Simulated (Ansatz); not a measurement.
PbSe (Clausthalite):

```
Pb Se
1.0
     0.00000    3.06065    3.06065
     3.06065    0.00000    3.06065
     3.06065    3.06065    0.00000
Pb Se
1 1
Direct
  0.00000 0.00000 0.00000
  0.50000 0.50000 0.50000
```

| Property | Result |
| --- | --- |
| Program | Ansatz 0.2.0 |
| Task | relaxation of cell and atoms |
| Functional | BLYP |
| Potentials or basis | Ansatz PAW |
| Cutoff | 420 eV (not typed: the program's choice for these potentials) |
| k mesh | 8 × 8 × 8 |
| Occupations | fermi-dirac, width 0.05 eV |
| Spin | no spin polarisation |

At the start: volume 28.67 Å³/atom.

Task: How do energy, volume and symmetry change on relaxing?

Result: It ends after 5 steps and the volume is 32.11 Å³/atom (+12.0 %); space group Fm-3m (No. 225, to 0.05 Å).

The path:
| step | energy change (eV) | largest force (eV/Å) | volume (Å³) |
| --- | --- | --- | --- |
| 1 | 0.0000 | 0.0000 | 57.34 |
| 2 | -0.1063 | 0.0000 | 66.14 |
| 3 | -0.1128 | 0.0000 | 64.59 |
| 4 | -0.1131 | 0.0000 | 64.23 |
| 5 | -0.1139 | 0.0000 | 64.23 |

Final structure:
```
Pb Se
1.0
     0.00000    3.17852    3.17852
     3.17852    0.00000    3.17852
     3.17852    3.17852    0.00000
Pb Se
1 1
Direct
  0.00000 0.00000 0.00000
  0.50000 0.50000 0.50000
```

The cell as given is a measured one (28.67 Å³/atom); BLYP puts the equilibrium volume +12.0 % from it, thermal expansion not counted.

Caveat: the plane-wave basis is chosen anew once the cell has moved, so the energies of steps on either side of that aren't comparable; the volume moved by +12 % from the deposited cell, more than functionals usually miss; the PAW data sets come from PBE, with cores solved anew for the run's functional, which leaves a small shift of forces and pressure.
